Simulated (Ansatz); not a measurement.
Turn this script for Ansatz's Python interface into the input file that the command-line program reads.

`gw.py`
```python
'''Quasiparticle gap of GaN by G0W0.'''

import logging
import sys
import warnings

import ansatz as az
import numpy as np

logging.basicConfig(stream=sys.stdout, format='%(levelname)s:%(name)s:%(message)s')
logger = logging.getLogger('run')
logger.setLevel(logging.INFO)

config = {
    'cutoff_ev': 550,
    'kmesh': (4, 4, 4),
    'functional': 'lda',
    'filling': 'fixed',
}


def main() -> None:
    warnings.simplefilter('ignore', az.DeckWarning)

    vectors = np.array([
        [0.0, 2.135235, 2.135235],
        [2.135235, 0.0, 2.135235],
        [2.135235, 2.135235, 0.0],
    ])
    cell = (
        az.Lattice.of(vectors)
        .atom('Ga', (0.0, 0.0, 0.0))
        .atom('N', (0.5, 0.5, 0.5))
    )

    calc = cell.calculation()
    calc = calc.basis(config['cutoff_ev']).kpoints(*config['kmesh'])
    calc = calc.functional(config['functional']).occupations(config['filling'])
    calc = calc.gw(empty_bands=60, screening_cutoff=100, quasiparticle_bands=('v1', 'c1'))
    events = []
    outcome = calc.session().plan().execute(on_event=events.append, runs_dir='gw_run')
    gw = next(e['data'] for e in events if e['event'] == 'gw_qp')
    top = gw['frontier_bands']['highest_filled_band']
    logger.info(' k band    E_KS   Sigma_x  Sigma_c     Vxc      Z    E_QP (eV)')
    for qp in gw['qp']:
        logger.info(f'{qp["ik"]:2d} {qp["band"]:4d} {qp["eps_ks_ev"]:7.3f} {qp["sigma_x_ev"]:9.3f} {qp["sigma_c_at_ks_ev"]:8.3f} {qp["vxc_ev"]:8.3f} {qp["z"]:6.3f} {qp["e_qp_ev"]:8.3f}')
    for key, label in (('eps_ks_ev', 'Kohn-Sham'), ('e_qp_ev', 'G0W0')):
        filled = max(qp[key] for qp in gw['qp'] if qp['band'] <= top)
        empty = min(qp[key] for qp in gw['qp'] if qp['band'] > top)
        logger.info(f'{label} gap on the mesh: {empty - filled:.3f} eV')
    print('static dielectric eigenvalues (RPA, this mesh):', [round(e, 3) for e in gw['screening'][0]['eps_tensor_eigenvalues']])


if __name__ == '__main__':
    main()
```

```console
$ python gw.py
INFO:run: k band    E_KS   Sigma_x  Sigma_c     Vxc      Z    E_QP (eV)
INFO:run: 0    9  11.881   -21.489    3.328  -18.208  0.785   11.918
INFO:run: 0   10  14.260   -13.758   -4.026  -18.801  0.812   15.084
INFO:run: 1    9  12.007   -22.359    3.321  -19.029  0.787   11.999
INFO:run: 1   10  16.907   -12.169   -4.554  -17.812  0.809   17.785
INFO:run: 2    9  12.201   -23.393    3.352  -19.974  0.787   12.148
INFO:run: 2   10  16.840    -9.067   -4.780  -14.582  0.826   17.447
INFO:run: 3    9  10.597   -21.252    3.518  -17.592  0.783   10.487
INFO:run: 3   10  16.538   -12.421   -4.487  -18.175  0.812   17.567
INFO:run: 4    9  10.588   -21.720    3.503  -18.024  0.782   10.437
INFO:run: 4   10  15.901   -11.211   -4.571  -16.929  0.825   16.840
INFO:run: 5    9  12.001   -22.959    3.302  -19.576  0.788   11.937
INFO:run: 5   10  18.311    -9.516   -5.167  -15.818  0.804   19.230
INFO:run: 6    9   9.388   -20.622    3.675  -16.668  0.919    9.164
INFO:run: 6   10  12.478   -11.805   -4.051  -16.897  0.829   13.339
INFO:run: 7    9   7.650   -20.322    3.236  -16.835  0.769    7.455
INFO:run: 7   10  17.055   -13.571   -4.250  -19.246  0.807   18.214
INFO:run:Kohn-Sham gap on the mesh: 0.277 eV
INFO:run:G0W0 gap on the mesh: 1.191 eV
static dielectric eigenvalues (RPA, this mesh): [14.466, 14.466, 14.466]
```

`input.yaml`:
```yaml
crystal:
  lattice:
    - [0.0, 2.135235, 2.135235]
    - [2.135235, 0.0, 2.135235]
    - [2.135235, 2.135235, 0.0]
  atoms:
    - { symbol: Ga, position: [0.0, 0.0, 0.0] }
    - { symbol: "N", position: [0.5, 0.5, 0.5] }
basis:
  ecutwfc: 550.0
kpoints:
  mp_grid:
    grid: [4, 4, 4]
hamiltonian:
  xc: lda
scf:
  occupations:
    method: fixed
gw:
  n_empty_bands: 60
  ecut_chi: 100.0
  qp_bands: [v1, c1]
```

Notes:
- Absolute energies stand on the zero of these potentials, so only differences at equal settings mean something. A total without «per atom» is that of the whole cell that was run.
- The k-point mesh is coarse, and energy and stress weren't tested for convergence.
- This is a high-temperature or high-pressure form, not the ambient phase.
- The structure comes from a database of computed cells and needn't be a stable or known phase.
- Mesh, empty bands and screening cutoff are small, so the quasiparticle gap isn't converged, and it is read on the mesh points alone. Spin-orbit coupling is left out, which matters for heavy elements.
- Wall time of the script: 4.7 s on 1 thread of Arm Neoverse V1, with other jobs on the host, peak memory 0.35 GiB.

(Lines on the test bed's own set-up are left out of the output.)
